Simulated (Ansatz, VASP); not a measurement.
# Two plane-wave programs on AlN

```
Al N
1.0
     3.06434    0.00000    0.00000
    -1.53217    2.65379    0.00000
     0.00000    0.00000    4.90333
Al N
2 2
Cartesian
  0.0000 1.7692 0.0000
  1.5322 0.8846 2.4517
  0.0000 1.7692 1.8878
  1.5322 0.8846 4.3394
```

Change from the starting cell: strain -0.015 along x and y, -0.015 along z, atoms carried along.

Alike in both runs: task single point; functional PBE; k mesh 12 × 12 × 6; occupations gaussian, width 0.05 eV; no spin polarisation.

|  | VASP | Ansatz |
| --- | --- | --- |
| version | VASP 6.6.1 | Ansatz 0.2.0 |
| potentials or method | VASP PAW PBE potentials, release 64 (Al, N) | scalar-relativistic, plane waves, PAW |
| plane-wave cutoff (eV) | 520 | 420 |
| valence electrons in the cell | 16 | 16 |

|  | VASP | Ansatz | Ansatz less VASP |
| --- | --- | --- | --- |
| gap on the k mesh at the Fermi level (eV) | 4.57 | 4.56 | -0.013 |
| least direct gap on the mesh (eV) | 4.57 | 4.56 | -0.013 |
| pressure (GPa) | 14.2 | 14.4 | +0.22 |
| largest component of the traceless stress (GPa) | 2.06 | 2.09 | +0.036 |
| rms of the force components (eV/Å) | 0.106 | 0.105 | -0.0009 |

Atom by atom the forces differ by 0.001 eV/Å (rms over components).

A k mesh can miss the band edges.
